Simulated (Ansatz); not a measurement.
**Nickel, diamond under PBEsol: from relaxation to bulk modulus**

Aim: take nickel in the diamond structure, relax it, solve it on a dense k-mesh, then scale the cell to 7 volumes from 88 to 112 % of the relaxed one and try a fit of the equation of state. Spin polarisation is left out, though the real metal is magnetic, so this state lies above the ground state. The k-meshes are 11×11×11 for the relaxation; 18×18×18 for the dense run; 12×12×12 for the volumes.

This is Ni in the diamond structure; at room conditions it is fcc.

Computed with Ansatz 0.2.0 (DFT PBEsol, plane waves (420 eV) with PAW, scalar-relativistic; PBE-made PAW files, unless a step says otherwise).

## 1. The system as given

Symmetry: Fd-3m, No. 227, cubic system. The conventional cell has a = 4.907 Å, b = 4.907 Å, c = 4.907 Å, α = 90.00°, β = 90.00°, γ = 90.00°. Around Ni (site symmetry -43m) lie 4 Ni at 2.12 Å.

As a file:

```
CELL_PARAMETERS angstrom
0.00000 2.45346 2.45346
2.45346 0.00000 2.45346
2.45346 2.45346 0.00000
ATOMIC_POSITIONS crystal
Ni 0.12500 0.12500 0.12500
Ni 0.87500 0.87500 0.87500
```

## 2. Geometry optimisation

Contents of input.yaml:

```yaml
crystal:
  lattice:
    - [0.0, 2.4534603088, 2.4534603088]
    - [2.4534603088, 0.0, 2.4534603088]
    - [2.4534603088, 2.4534603088, 0.0]
  atoms:
    - { symbol: Ni, position: [0.125, 0.125, 0.125] }
    - { symbol: Ni, position: [0.875, 0.875, 0.875] }
hamiltonian:
  xc: pbesol
  pseudopotentials:
    kind: paw
    azcp:
      Ni: "pseudopotentials/Ni.paw.azcp"
basis:
  ecutwfc: 420
  fft_grid_basis: typed
kpoints:
  mp_grid: { grid: [11, 11, 11], shift: [0, 0, 0] }
magnetization:
  spin_polarized: false
scf:
  occupations: { method: fermi_dirac, width: 0.1 }
relax:
  max_steps: 60
  f_tol: 0.01
  cell: {}
```

Log:

```text
Warning: <dir> the record states the generating functional pbe (its physics header spells it `PBE`), which answers neither for hamiltonian.xc's functional nor for the pbesol family's — results may be inconsistent (PPs are generated against a specific XC)
Warning: RAYON_NUM_THREADS=2 ignored (pool sized by the plan → 2); use --threads N
Engine: ansatz 0.2.0, aarch64-unknown-linux-gnu
Pseudopotentials: kind: paw
Pseudopotential: Ni, paw, valence charge 18, recommended cutoff 420 eV (normal), <dir>
Functional definition: PBEsol
  exchange = pbesol_x
  correlation = pbesol_c
Crystal: 2 atoms, lattice volume = 29.537 Å³
Basis set: ecut = 420 eV, 561 PW (Γ), exchange–correlation on 48×48×48 points (8 copies of the dense FFT grid, shifted against one another)
Bands: 22, of which v1, the nominal top of the filled ones, is band 18 counted from 1 (17 counted from 0)
Symmetry: 48 space group operations
Space group: Fd-3m (ITA 227), of the structure as read, at distance tolerance 3.1e-5 Å
k-points: 56 of 1331
Non-local potential: Ni, projectors of the file, l = 0: 3, l = 1: 2, l = 2: 3, l = 3: 1
PAW form: soft (Blöchl's): semilocal exchange-correlation on the pseudo side does not see the compensation charge
PAW frozen core: Ni, regenerated for the run's functional, and the local potential with it (the file was generated under x = pbe(κ = 0.804, μ = 0.2195149727645171), c = pbe(β = 0.06672455060314922))
PAW one-centre angular grid: Ni, 590 points (default); XC on 64 Gauss nodes
Initial density: superposition of atomic densities (neutral atoms: chi_scale 0, normalization atom), corrected by the library's trained network
Initial wavefunctions: pseudopotential atomic-orbital guess
Functional: x = pbesol(κ = 0.804, μ = 0.12345679012345678), c = pbesol(β = 0.046)
SCF iter   1: F=—  HF=-11607.143298 eV  |F-HF|=—  |Δ(HF+E_count)|=         —  Δρ=2.04e-2  dr2=5.90e-2  ethr=1.77e-3  ⟨swp⟩=5.6  Hψ=4650  notcnv=0
preconditioner: auto → LDOS  [metal: Δε(μ)=0.013 eV  Ē_g=6.461 eV  σ=0.100 eV  W_gap=0.03  n_scr=14 (ndim 8)  ℏωp=30.6 eV  f_vac=0.023  D(μ)=6.53/eV (n_scr^D=136)  β→1.0]
SCF iter   2: F=—  HF=-11607.162641 eV  |F-HF|=—  |Δ(HF+E_count)|=   1.93e-2  Δρ=3.24e-2  dr2=1.62e-1  ethr=1.64e-4  ⟨swp⟩=2.0  Hψ=2746  notcnv=0
SCF iter   3: F=—  HF=-11607.133724 eV  |F-HF|=—  |Δ(HF+E_count)|=   2.89e-2  Δρ=5.14e-3  dr2=4.16e-3  ethr=1.64e-4  ⟨swp⟩=3.0  Hψ=2452  notcnv=0
SCF iter   4: F=—  HF=-11607.132945 eV  |F-HF|=—  |Δ(HF+E_count)|=   7.80e-4  Δρ=5.46e-4  dr2=4.95e-5  ethr=1.16e-5  ⟨swp⟩=2.2  Hψ=2055  notcnv=0
SCF iter   5: F=—  HF=-11607.132937 eV  |F-HF|=—  |Δ(HF+E_count)|=   7.57e-6  Δρ=7.27e-5  dr2=8.40e-7  ethr=1.38e-7  ⟨swp⟩=2.0  Hψ=1827  notcnv=0
SCF iter   6: F=-11607.132937 eV  HF=-11607.132937 eV  |F-HF|=4.59e-9  |Δ(HF+E_count)|=   2.02e-7  Δρ=5.14e-6  dr2=3.77e-9  ethr=2.78e-10  ⟨swp⟩=4.9  Hψ=4846  notcnv=0
SCF 1 converged in 6 iterations: F = -11607.132937 eV  dr2 = 3.77e-9
relax step   1: F+E_penalty+E_count = -11607.13293714 eV  Δ(F+E_penalty+E_count) = +0.000e0 eV  max|allowed force component| = 1.388e-17 eV/Å  Δτ_max = 0.0000 Å  P = +7.213 GPa  Ω = 29.537 Å³  (6 SCF iters, dr2 threshold 1.00e-7 eV, accepted)
Crystal: 2 atoms, lattice volume = 30.472 Å³
Basis set: ecut = 420 eV, 609 PW (Γ), exchange–correlation on 48×48×48 points (8 copies of the dense FFT grid, shifted against one another)
Initial density: handed on by an earlier stage of this run
Initial wavefunctions: those handed on with the density
iter 1 solved again at ethr=1.37e-6 eV; its pass at ethr=3.10e-3 eV (dr2=4.94e-4 eV) is discarded
SCF iter   1: F=—  HF=-11607.162506 eV  |F-HF|=—  |Δ(HF+E_count)|=         —  Δρ=1.65e-3  dr2=5.18e-4  ethr=1.37e-6  ⟨swp⟩=2.0  Hψ=7156  notcnv=0
preconditioner: auto → LDOS  [metal: Δε(μ)=0.007 eV  Ē_g=6.392 eV  σ=0.100 eV  W_gap=0.02  n_scr=14 (ndim 8)  ℏωp=30.1 eV  f_vac=0.024  D(μ)=6.71/eV (n_scr^D=136)  β→1.0]
SCF iter   2: F=—  HF=-11607.162453 eV  |F-HF|=—  |Δ(HF+E_count)|=   5.30e-5  Δρ=1.25e-3  dr2=2.60e-4  ethr=1.37e-6  ⟨swp⟩=2.2  Hψ=1920  notcnv=0
SCF iter   3: F=—  HF=-11607.162449 eV  |F-HF|=—  |Δ(HF+E_count)|=   4.44e-6  Δρ=1.16e-3  dr2=2.11e-4  ethr=7.21e-7  ⟨swp⟩=2.5  Hψ=2113  notcnv=0
SCF iter   4: F=—  HF=-11607.162412 eV  |F-HF|=—  |Δ(HF+E_count)|=   3.67e-5  Δρ=2.39e-4  dr2=8.76e-6  ethr=5.85e-7  ⟨swp⟩=2.6  Hψ=1707  notcnv=0
SCF iter   5: F=—  HF=-11607.162410 eV  |F-HF|=—  |Δ(HF+E_count)|=   2.15e-6  Δρ=6.48e-5  dr2=6.41e-7  ethr=2.43e-8  ⟨swp⟩=2.3  Hψ=1767  notcnv=0
SCF iter   6: F=-11607.162410 eV  HF=-11607.162410 eV  |F-HF|=3.61e-9  |Δ(HF+E_count)|=   1.13e-7  Δρ=4.90e-6  dr2=3.68e-9  ethr=5.56e-10  ⟨swp⟩=4.4  Hψ=4642  notcnv=0
SCF 2 converged in 6 iterations: F = -11607.162410 eV  dr2 = 3.68e-9
relax step   2: F+E_penalty+E_count = -11607.16240970 eV  Δ(F+E_penalty+E_count) = -2.947e-2 eV  max|allowed force component| = 1.758e-16 eV/Å  Δτ_max = 0.0000 Å  P = +3.128 GPa  Ω = 30.472 Å³  energy of the carried Pulay correction = -3.531e-4 eV  (6 SCF iters, dr2 threshold 2.00e-7 eV, accepted)
Crystal: 2 atoms, lattice volume = 31.228 Å³
iter 1 solved again at ethr=8.99e-7 eV; its pass at ethr=3.10e-3 eV (dr2=3.24e-4 eV) is discarded
SCF iter   1: F=—  HF=-11607.170107 eV  |F-HF|=—  |Δ(HF+E_count)|=         —  Δρ=1.35e-3  dr2=3.44e-4  ethr=8.99e-7  ⟨swp⟩=2.1  Hψ=7165  notcnv=0
preconditioner: auto → LDOS  [metal: Δε(μ)=0.008 eV  Ē_g=6.256 eV  σ=0.100 eV  W_gap=0.02  n_scr=14 (ndim 8)  ℏωp=29.7 eV  f_vac=0.027  D(μ)=6.81/eV (n_scr^D=136)  β→1.0]
SCF iter   2: F=—  HF=-11607.170074 eV  |F-HF|=—  |Δ(HF+E_count)|=   3.26e-5  Δρ=1.04e-3  dr2=1.80e-4  ethr=8.99e-7  ⟨swp⟩=2.0  Hψ=1783  notcnv=0
SCF iter   3: F=—  HF=-11607.170067 eV  |F-HF|=—  |Δ(HF+E_count)|=   7.24e-6  Δρ=8.88e-4  dr2=1.26e-4  ethr=5.00e-7  ⟨swp⟩=2.7  Hψ=2263  notcnv=0
SCF iter   4: F=—  HF=-11607.170046 eV  |F-HF|=—  |Δ(HF+E_count)|=   2.07e-5  Δρ=2.65e-4  dr2=1.10e-5  ethr=3.50e-7  ⟨swp⟩=2.2  Hψ=1784  notcnv=0
SCF iter   5: F=—  HF=-11607.170045 eV  |F-HF|=—  |Δ(HF+E_count)|=   1.73e-6  Δρ=6.54e-5  dr2=6.77e-7  ethr=3.04e-8  ⟨swp⟩=2.5  Hψ=1781  notcnv=0
SCF iter   6: F=-11607.170045 eV  HF=-11607.170045 eV  |F-HF|=1.10e-8  |Δ(HF+E_count)|=   1.09e-7  Δρ=8.17e-6  dr2=1.09e-8  ethr=5.56e-10  ⟨swp⟩=4.4  Hψ=4650  notcnv=0
SCF 3 converged in 6 iterations: F = -11607.170045 eV  dr2 = 1.09e-8
relax step   3: F+E_penalty+E_count = -11607.17004450 eV  Δ(F+E_penalty+E_count) = -7.635e-3 eV  max|allowed force component| = 1.480e-16 eV/Å  Δτ_max = 0.0000 Å  P = +0.288 GPa  Ω = 31.228 Å³  energy of the carried Pulay correction = -6.310e-4 eV  (6 SCF iters, dr2 threshold 2.00e-7 eV, accepted)
Crystal: 2 atoms, lattice volume = 31.307 Å³
iter 1 solved again at ethr=3.20e-8 eV; its pass at ethr=3.10e-3 eV (dr2=1.15e-5 eV) is discarded
SCF iter   1: F=—  HF=-11607.170091 eV  |F-HF|=—  |Δ(HF+E_count)|=         —  Δρ=1.43e-4  dr2=3.79e-6  ethr=3.20e-8  ⟨swp⟩=2.0  Hψ=5964  notcnv=0
preconditioner: auto → LDOS  [metal: Δε(μ)=0.008 eV  Ē_g=6.242 eV  σ=0.100 eV  W_gap=0.02  n_scr=14 (ndim 8)  ℏωp=29.7 eV  f_vac=0.027  D(μ)=6.82/eV (n_scr^D=136)  β→1.0]
SCF iter   2: F=—  HF=-11607.170090 eV  |F-HF|=—  |Δ(HF+E_count)|=   1.39e-6  Δρ=1.07e-4  dr2=1.91e-6  ethr=1.05e-8  ⟨swp⟩=2.0  Hψ=1760  notcnv=0
SCF iter   3: F=—  HF=-11607.170090 eV  |F-HF|=—  |Δ(HF+E_count)|=   5.28e-8  Δρ=9.22e-5  dr2=1.37e-6  ethr=5.29e-9  ⟨swp⟩=2.6  Hψ=2227  notcnv=0
SCF iter   4: F=-11607.170089 eV  HF=-11607.170090 eV  |F-HF|=1.27e-7  |Δ(HF+E_count)|=   2.21e-7  Δρ=2.86e-5  dr2=1.29e-7  ethr=5.56e-10  ⟨swp⟩=3.2  Hψ=4955  notcnv=0
SCF 4 converged in 4 iterations: F = -11607.170089 eV  dr2 = 1.29e-7
relax step   4: F+E_penalty+E_count = -11607.17008944 eV  Δ(F+E_penalty+E_count) = -4.494e-5 eV  max|allowed force component| = 1.573e-16 eV/Å  Δτ_max = 0.0000 Å  P = +0.014 GPa  Ω = 31.307 Å³  energy of the carried Pulay correction = -6.595e-4 eV  (4 SCF iters, dr2 threshold 2.00e-7 eV, accepted)
Initial wavefunctions: pseudopotential atomic-orbital guess (no wavefunctions were taken with the density)
iter 1 solved again at ethr=9.82e-8 eV; its pass at ethr=3.10e-3 eV (dr2=3.54e-5 eV) is discarded
SCF iter   1: F=—  HF=-11607.170162 eV  |F-HF|=—  |Δ(HF+E_count)|=         —  Δρ=9.55e-4  dr2=6.31e-6  ethr=9.82e-8  ⟨swp⟩=3.0  Hψ=8391  notcnv=0
preconditioner: auto → LDOS  [metal: Δε(μ)=0.008 eV  Ē_g=6.242 eV  σ=0.100 eV  W_gap=0.02  n_scr=14 (ndim 8)  ℏωp=29.7 eV  f_vac=0.026  D(μ)=6.82/eV (n_scr^D=136)  β→1.0]
SCF iter   2: F=—  HF=-11607.170731 eV  |F-HF|=—  |Δ(HF+E_count)|=   5.69e-4  Δρ=2.33e-4  dr2=1.04e-5  ethr=1.75e-8  ⟨swp⟩=2.0  Hψ=1833  notcnv=0
SCF iter   3: F=—  HF=-11607.170731 eV  |F-HF|=—  |Δ(HF+E_count)|=   3.02e-7  Δρ=1.97e-4  dr2=6.01e-6  ethr=1.75e-8  ⟨swp⟩=2.1  Hψ=2021  notcnv=0
SCF iter   4: F=—  HF=-11607.170734 eV  |F-HF|=—  |Δ(HF+E_count)|=   2.51e-6  Δρ=2.85e-5  dr2=1.16e-7  ethr=1.67e-8  ⟨swp⟩=2.6  Hψ=1717  notcnv=0
SCF iter   5: F=—  HF=-11607.170731 eV  |F-HF|=—  |Δ(HF+E_count)|=   2.98e-6  Δρ=1.14e-5  dr2=1.88e-8  ethr=3.23e-10  ⟨swp⟩=2.0  Hψ=1826  notcnv=0
SCF iter   6: F=—  HF=-11607.170731 eV  |F-HF|=—  |Δ(HF+E_count)|=   2.87e-9  Δρ=1.29e-6  dr2=2.46e-10  ethr=5.23e-11  ⟨swp⟩=2.0  Hψ=1745  notcnv=0
SCF iter   7: F=-11607.170731 eV  HF=-11607.170731 eV  |F-HF|=9.09e-12  |Δ(HF+E_count)|=  5.82e-11  Δρ=1.34e-7  dr2=2.68e-12  ethr=1.00e-12  ⟨swp⟩=4.6  Hψ=6850  notcnv=0
SCF 5 converged in 7 iterations: F = -11607.170731 eV  dr2 = 2.68e-12
relax step   5: F+E_penalty+E_count = -11607.17073067 eV  Δ(F+E_penalty+E_count) = -6.412e-4 eV  max|allowed force component| = 1.758e-16 eV/Å  Δτ_max = 0.0000 Å  P = +0.024 GPa  Ω = 31.307 Å³  stress off target by 2.43e-2 GPa  SCF on the basis re-selected at this cell (its energy is not comparable with the rows above)  (7 SCF iters)
basis re-selected at this cell: Δ(F+E_penalty+E_count) = -6.412e-4 eV, ΔP = +0.010 GPa vs the last step (what re-selecting the basis moved, of the pressure what is left beyond the Pulay correction that the steps carried, after the strain that the cell walked since its last selection, with what the two solves' SCF thresholds leave and, on support functions, any second-order correction that the steps lacked; it is no measure of the basis error at this ecutwfc). This SCF's stress stands 2.43e-2 GPa from its target on what of the cell is left free (relax.cell.stress_tol is 5.00e-2 GPa) and its largest allowed force component is 1.76e-16 eV/Å (relax.f_tol is 1.00e-2 eV/Å): within both
SCF converged after 7 iterations
Free energy (F): -11607.170731 eV
Harris-Foulkes:  -11607.170731 eV  (|F-HF|=9.09e-12)
Internal energy: -11606.963720 eV  (E = F + TS)
E sigma→0 (E₀):  -11607.067226 eV
Entropy (-TS):   -0.207010 eV (-103.505 meV/atom)
Fermi energy:    11.000527 eV
--- Per-component energies (eV) ---
  E_band       = -817.216760
  E_kinetic    = 565.034240
  E_local      = -8745.100862  (includes V_loc(G=0)·N_el)
  E_nonlocal   = 1279.859688
  E_hartree    = 3676.711684
  E_xc         = -165.616086
  E_vxc        = -214.223226  (∫ρ·V_xc dr)
  E_paw        = -3194.887223  (= ΣΔE_a)
  E_vpaw       = -1056.210870  (= ΣTr[D̂ρ^β])
  E_aug_tail   = 0.001089  (compensation charges beyond the density's cutoff)
  E_ewald      = -5023.360829
  E_core_change = 0.394578  (= ΣΔE_core)
  E_smearing   = -0.207010  (= −TS)
  E_closure    = 0.000000  (closes the sum)
  Σ components = -11607.170731   (vs F -11607.170731, Δ=0.00e0)
--- Forces (eV/Å), atoms counted from 1 ---
  atom   1  Ni     0.00000000     0.00000000     0.00000000
  atom   2  Ni    -0.00000000    -0.00000000    -0.00000000
  max |Σ_I F_I| component: 3.70e-17 eV/Å
--- Stress (GPa, compression-positive) ---
        0.024313       0.000000       0.000000
        0.000000       0.024313       0.000000
        0.000000       0.000000       0.024313
  P = ⅓ Tr σ = 0.0243 GPa (0.243 kbar)
--- Relaxed structure (4 steps of the walk, 4 accepted, 1 SCFs on fresh bases) ---
  F+E_penalty+E_count = -11607.17073067 eV   max|allowed force component| = 1.758e-16 eV/Å   (the final SCF, on the basis selected at the relaxed cell)
  cell:  # Å, volume = 31.3069 Å³
    - [8.025210951810555e-34, 2.5015151266436786, 2.5015151266436786]
    - [2.5015151266436786, 2.3908440960602275e-33, 2.5015151266436786]
    - [2.5015151266436786, 2.5015151266436786, 1.0477358742641556e-33]
  atoms:
    - { symbol: Ni, position: [0.125, 0.125, 0.125] }
    - { symbol: Ni, position: [0.875, 0.875, 0.875] }
```

Wall time 5.2 s (2 threads of Arm Neoverse V1, shared host); peak memory 0.32 GiB.

The walk, from the log:

| step | energy change (meV/atom) | largest force (eV/Å) | pressure (GPa) | volume (Å³/atom) |
| --- | --- | --- | --- | --- |
| 1 | 0.00 | 0.0000 | 7.21 | 14.769 |
| 2 | -14.74 | 0.0000 | 3.13 | 15.236 |
| 3 | -18.55 | 0.0000 | 0.29 | 15.614 |
| 4 | -18.58 | 0.0000 | 0.01 | 15.653 |
| 5 | -18.90 | 0.0000 | 0.02 | 15.653 |

Steps that repeat a cell are solved on a basis chosen anew, so their changes of energy are no gain of the relaxation.

The cell of the run, before and after:

|  | before | after | change |
| --- | --- | --- | --- |
| a (Å) | 3.470 | 3.538 | +2.0 % |
| b (Å) | 3.470 | 3.538 | +2.0 % |
| c (Å) | 3.470 | 3.538 | +2.0 % |
| volume (Å³/atom) | 14.769 | 15.653 | +6.0 % |
| shortest distance (Å) | 2.125 | 2.166 | +2.0 % |
| space group (spins left aside) | Fd-3m | Fd-3m | same |

## 3. Single point on a dense mesh

Contents of input.yaml:

```yaml
crystal:
  lattice:
    - [0.0, 2.5015151266, 2.5015151266]
    - [2.5015151266, 0.0, 2.5015151266]
    - [2.5015151266, 2.5015151266, 0.0]
  atoms:
    - { symbol: Ni, position: [0.125, 0.125, 0.125] }
    - { symbol: Ni, position: [0.875, 0.875, 0.875] }
hamiltonian:
  xc: pbesol
  pseudopotentials:
    kind: paw
    azcp:
      Ni: "pseudopotentials/Ni.paw.azcp"
basis:
  ecutwfc: 420
  fft_grid_basis: typed
kpoints:
  mp_grid: { grid: [18, 18, 18], shift: [0, 0, 0] }
magnetization:
  spin_polarized: false
scf:
  occupations: { method: fermi_dirac, width: 0.1 }
```

Log (excerpt; [...] marks lines left out):

```text
Warning: <dir> the record states the generating functional pbe (its physics header spells it `PBE`), which answers neither for hamiltonian.xc's functional nor for the pbesol family's — results may be inconsistent (PPs are generated against a specific XC)
Warning: RAYON_NUM_THREADS=2 ignored (pool sized by the plan → 2); use --threads N
[...]
Pseudopotentials: kind: paw
Pseudopotential: Ni, paw, valence charge 18, recommended cutoff 420 eV (normal), <dir>
Functional definition: PBEsol
[...]
Crystal: 2 atoms, lattice volume = 31.307 Å³
Basis set: ecut = 420 eV, 609 PW (Γ)
Bands: 22, of which v1, the nominal top of the filled ones, is band 18 counted from 1 (17 counted from 0)
Symmetry: 48 space group operations
Space group: Fd-3m (ITA 227), of the structure as read, at distance tolerance 3.2e-5 Å
k-points: 195 of 5832
[...]
SCF iter   1: F=—  HF=-11607.181633 eV  |F-HF|=—  |Δ(HF+E_count)|=         —  Δρ=1.91e-2  dr2=5.55e-2  ethr=1.77e-3  ⟨swp⟩=5.5  Hψ=16252  notcnv=0
[...]
SCF iter   6: F=-11607.171855 eV  HF=-11607.171855 eV  |F-HF|=5.88e-9  |Δ(HF+E_count)|=   8.96e-8  Δρ=5.51e-6  dr2=4.93e-9  ethr=2.78e-10  ⟨swp⟩=3.0  Hψ=10327  notcnv=0
[...]
SCF converged after 6 iterations
Free energy (F): -11607.171855 eV
[...]
E sigma→0 (E₀):  -11607.068608 eV
Entropy (-TS):   -0.206494 eV (-103.247 meV/atom)
Fermi energy:    10.995993 eV
[...]
```

Run time: 2.6 s. Hardware: 2 threads of Arm Neoverse V1, shared host; peak memory 0.36 GiB.

## 4. Volume × 0.88

Contents of input.yaml:

```yaml
crystal:
  lattice:
    - [0.0, 2.3971618501, 2.3971618501]
    - [2.3971618501, 0.0, 2.3971618501]
    - [2.3971618501, 2.3971618501, 0.0]
  atoms:
    - { symbol: Ni, position: [0.125, 0.125, 0.125] }
    - { symbol: Ni, position: [0.875, 0.875, 0.875] }
hamiltonian:
  xc: pbesol
  pseudopotentials:
    kind: paw
    azcp:
      Ni: "pseudopotentials/Ni.paw.azcp"
basis:
  ecutwfc: 420
  fft_grid_basis: typed
kpoints:
  mp_grid: { grid: [12, 12, 12], shift: [0, 0, 0] }
magnetization:
  spin_polarized: false
scf:
  occupations: { method: fermi_dirac, width: 0.1 }
  lower_state_search: "off"
output:
  stress: true
```

Log (excerpt; [...] marks lines left out):

```text
Warning: <dir> the record states the generating functional pbe (its physics header spells it `PBE`), which answers neither for hamiltonian.xc's functional nor for the pbesol family's — results may be inconsistent (PPs are generated against a specific XC)
Warning: RAYON_NUM_THREADS=2 ignored (pool sized by the plan → 2); use --threads N
[...]
Pseudopotentials: kind: paw
Pseudopotential: Ni, paw, valence charge 18, recommended cutoff 420 eV (normal), <dir>
Functional definition: PBEsol
[...]
Crystal: 2 atoms, lattice volume = 27.550 Å³
Basis set: ecut = 420 eV, 537 PW (Γ)
Bands: 22, of which v1, the nominal top of the filled ones, is band 18 counted from 1 (17 counted from 0)
Symmetry: 48 space group operations
Space group: Fd-3m (ITA 227), of the structure as read, at distance tolerance 3.0e-5 Å
k-points: 72 of 1728
[...]
SCF iter   1: F=—  HF=-11606.988615 eV  |F-HF|=—  |Δ(HF+E_count)|=         —  Δρ=2.02e-2  dr2=5.17e-2  ethr=1.77e-3  ⟨swp⟩=5.6  Hψ=6001  notcnv=0
[...]
SCF iter   7: F=-11606.979030 eV  HF=-11606.979030 eV  |F-HF|=1.03e-8  |Δ(HF+E_count)|=   3.70e-8  Δρ=1.17e-5  dr2=1.71e-8  ethr=2.78e-10  ⟨swp⟩=4.0  Hψ=5836  notcnv=0
[...]
SCF converged after 7 iterations
Free energy (F): -11606.979030 eV
[...]
E sigma→0 (E₀):  -11606.884643 eV
Entropy (-TS):   -0.188774 eV (-94.387 meV/atom)
Fermi energy:    13.251162 eV
[...]
--- Stress (GPa, compression-positive) ---
       18.654998      -0.000000       0.000000
       -0.000000      18.654998       0.000000
        0.000000       0.000000      18.654998
  P = ⅓ Tr σ = 18.6550 GPa (186.550 kbar)
```

Wall time 1.3 s (2 threads of Arm Neoverse V1, shared host); peak memory 0.31 GiB.

## 5. Volume × 0.92

input.yaml: that of step 4 with these lines changed.

```diff
@@ -2,5 +2,5 @@
   lattice:
-    - [0.0, 2.3971618501, 2.3971618501]
-    - [2.3971618501, 0.0, 2.3971618501]
-    - [2.3971618501, 2.3971618501, 0.0]
+    - [0.0, 2.4329456608, 2.4329456608]
+    - [2.4329456608, 0.0, 2.4329456608]
+    - [2.4329456608, 2.4329456608, 0.0]
   atoms:
```

Log (excerpt; [...] marks lines left out):

```text
Warning: <dir> the record states the generating functional pbe (its physics header spells it `PBE`), which answers neither for hamiltonian.xc's functional nor for the pbesol family's — results may be inconsistent (PPs are generated against a specific XC)
Warning: RAYON_NUM_THREADS=2 ignored (pool sized by the plan → 2); use --threads N
[...]
Pseudopotentials: kind: paw
Pseudopotential: Ni, paw, valence charge 18, recommended cutoff 420 eV (normal), <dir>
Functional definition: PBEsol
[...]
Crystal: 2 atoms, lattice volume = 28.802 Å³
Basis set: ecut = 420 eV, 537 PW (Γ)
Bands: 22, of which v1, the nominal top of the filled ones, is band 18 counted from 1 (17 counted from 0)
Symmetry: 48 space group operations
Space group: Fd-3m (ITA 227), of the structure as read, at distance tolerance 3.1e-5 Å
k-points: 72 of 1728
[...]
SCF iter   1: F=—  HF=-11607.103532 eV  |F-HF|=—  |Δ(HF+E_count)|=         —  Δρ=2.01e-2  dr2=5.50e-2  ethr=1.77e-3  ⟨swp⟩=5.6  Hψ=5989  notcnv=0
[...]
SCF iter   6: F=-11607.093528 eV  HF=-11607.093528 eV  |F-HF|=2.78e-9  |Δ(HF+E_count)|=   5.30e-8  Δρ=3.43e-6  dr2=1.59e-9  ethr=2.78e-10  ⟨swp⟩=4.5  Hψ=5930  notcnv=0
[...]
SCF converged after 6 iterations
Free energy (F): -11607.093528 eV
[...]
E sigma→0 (E₀):  -11606.996206 eV
Entropy (-TS):   -0.194644 eV (-97.322 meV/atom)
Fermi energy:    12.432475 eV
[...]
--- Stress (GPa, compression-positive) ---
       10.947673       0.000000       0.000000
       -0.000000      10.947673      -0.000000
        0.000000      -0.000000      10.947673
  P = ⅓ Tr σ = 10.9477 GPa (109.477 kbar)
```

It took 1.3 s on 2 threads of Arm Neoverse V1, shared host; peak memory 0.31 GiB.

(Part 1 of 2 ends here.)
